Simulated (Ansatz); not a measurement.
Au:

```
CELL_PARAMETERS angstrom
0.00000 2.03500 2.03500
2.03500 0.00000 2.03500
2.03500 2.03500 0.00000
ATOMIC_POSITIONS crystal
Au 0.00000 0.00000 0.00000
```

| Quantity | Value |
| --- | --- |
| Program | Ansatz 0.2.0 |
| Task | single point |
| Functional | PBE |
| Potentials or basis | all-electron LAPW, scalar-relativistic |
| Cutoff | 249 eV (chosen from the basis error) |
| Basis error allowed | 0.001 eV/atom |
| k mesh | 11 × 11 × 11 |
| Occupations | fermi-dirac, width 0.05 eV |
| Spin | no spin polarisation |

On this cell: pressure 10.8 GPa; band gap on the k mesh none (metal or under the smearing width).

The same run follows on a disturbed copy (cell strained at random at fixed volume):

```
Au
1.0
     0.05952    2.03278    2.02390
     2.06284    0.03015    2.05328
     2.07413    2.07344    0.01886
Au
1
Direct
  0.99810 0.99583 0.01853
```

Question: What changes?

Answer: The energy (extrapolated to zero smearing) moves by +6.7 meV/atom; pressure 11.0 GPa; band gap on the k mesh none (metal or under the smearing width).

Stress tensor (GPa, compression positive):
```
11.10 -2.20 -1.61
-2.20 10.94  0.26
-1.61  0.26 10.88
```
